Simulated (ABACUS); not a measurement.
An input for ABACUS 3.10.1 (Al):

run_abacus.py

```python
"""ABACUS run from a structure file: ASE reads it, the script writes STRU, KPT and INPUT."""
import re
import subprocess
from ase.io import read
from ase.units import Bohr

atoms = read("Al.xyz")
atoms = atoms[(-atoms.numbers).argsort(kind="stable")]  # ABACUS lists atoms element by element
pseudo = {'Al': 'Al.pbe-n-kjpaw_psl.1.0.0.UPF'}
orbital = {}
magmoms = None
kmesh = [9, 9, 9]
params = {
    'suffix': 'Al',
    'calculation': 'scf',
    'basis_type': 'pw',
    'pseudo_dir': './',
    'symmetry': 1,
    'dft_functional': 'GGA_X_SOGGA+GGA_C_PBE',
    'ecutwfc': 55,
    'pseudo_rcut': 10,
    'nspin': 1,
    'nbands': 6,
    'ks_solver': 'dav',
    'smearing_method': 'fd',
    'smearing_sigma': 0.00367493,
    'scf_thr': 1e-08,
    'scf_nmax': 100,
    'mixing_type': 'broyden',
    'mixing_beta': 0.7,
    'cal_force': 1,
    'cal_stress': 1,
    'ecutrho': 440,
    'kpar': 4,
}

symbols = atoms.get_chemical_symbols()
elements = list(dict.fromkeys(symbols))
lines = ["ATOMIC_SPECIES"] + [f"{e} {atoms.get_masses()[symbols.index(e)]:.4f} {pseudo[e]}" for e in elements]
if orbital:
    lines += ["", "NUMERICAL_ORBITAL"] + [orbital[e] for e in elements]
lines += ["", "LATTICE_CONSTANT", f"{1 / Bohr:.10f}", "", "LATTICE_VECTORS"]
lines += [" ".join(f"{x:.10f}" for x in v) for v in atoms.cell]
lines += ["", "ATOMIC_POSITIONS", "Direct"]
for e in elements:
    lines += ["", e, "0.0", str(symbols.count(e))]
    for i, p in enumerate(atoms.get_scaled_positions(wrap=False)):
        if symbols[i] == e:
            mag = "" if magmoms is None else " mag " + " ".join(str(x) for x in (magmoms[i] if isinstance(magmoms[i], list) else [magmoms[i]]))
            lines.append(" ".join(f"{x:.10f}" for x in p) + " 1 1 1" + mag)
open("STRU", "w").write("\n".join(lines) + "\n")
open("KPT", "w").write("K_POINTS\n0\nGamma\n%d %d %d 0 0 0\n" % tuple(kmesh))
open("INPUT", "w").write("INPUT_PARAMETERS\n" + "".join(f"{k:<20s}{v}\n" for k, v in params.items()))

done = subprocess.run(['mpirun', '-np', '4', 'abacus'])
if done.returncode:
    raise SystemExit(done.returncode)
log = open("OUT.Al/running_scf.log").read()
print("final energy (eV):", re.findall(r"FINAL_ETOT_IS (\S+)", log))
```

Contents of Al.xyz:

```xyz
1
Lattice="0.0000000000 1.9834708509 1.9834708509 1.9834708509 0.0000000000 1.9834708509 1.9834708509 1.9834708509 0.0000000000" Properties=species:S:1:pos:R:3 pbc="T T T"
Al     0.0000000000      0.0000000000      0.0000000000
```

Potentials or basis: SSSP 1.3 efficiency PBE, plane waves.

Run with:

```sh
$ OMP_NUM_THREADS=1 python run_abacus.py > log
```

Problem. Does this run start?

Solution. The run stopped without a result. It printed:

running log:

```text
ABACUS v3.10.1

               Atomic-orbital Based Ab-initio Computation at UStc

 ------------------------------------------------------------------------------------

 READING GENERAL INFORMATION
                           global_out_dir = OUT.Al/
                           global_in_card = INPUT
                               pseudo_dir = ./
[... 32 lines left out ...]
 The esolver type has been set to : ksdft_pw

 !!!!!!!!!!!!!!!!!!!!!!!!!!!!!!!!!!!!!!!!!!!!!!!!!!!!!!!!!
                         NOTICE
 !!!!!!!!!!!!!!!!!!!!!!!!!!!!!!!!!!!!!!!!!!!!!!!!!!!!!!!!!

 PAW POTENTIAL IS NOT SUPPORTED
 CHECK IN FILE : OUT.Al/warning.log

 !!!!!!!!!!!!!!!!!!!!!!!!!!!!!!!!!!!!!!!!!!!!!!!!!!!!!!!!!
                         NOTICE
 !!!!!!!!!!!!!!!!!!!!!!!!!!!!!!!!!!!!!!!!!!!!!!!!!!!!!!!!!
 Check in file : OUT.Al/warning.log
```

On the terminal:

```text
ABACUS v3.10.1

               Atomic-orbital Based Ab-initio Computation at UStc

 !!!!!!!!!!!!!!!!!!!!!!!!!!!!!!!!!!!!!!!!!!!!!!!!!!!!!!!!!
                         NOTICE
 !!!!!!!!!!!!!!!!!!!!!!!!!!!!!!!!!!!!!!!!!!!!!!!!!!!!!!!!!

 PAW POTENTIAL IS NOT SUPPORTED
 CHECK IN FILE : OUT.Al/warning.log

 !!!!!!!!!!!!!!!!!!!!!!!!!!!!!!!!!!!!!!!!!!!!!!!!!!!!!!!!!
                         NOTICE
 !!!!!!!!!!!!!!!!!!!!!!!!!!!!!!!!!!!!!!!!!!!!!!!!!!!!!!!!!
```
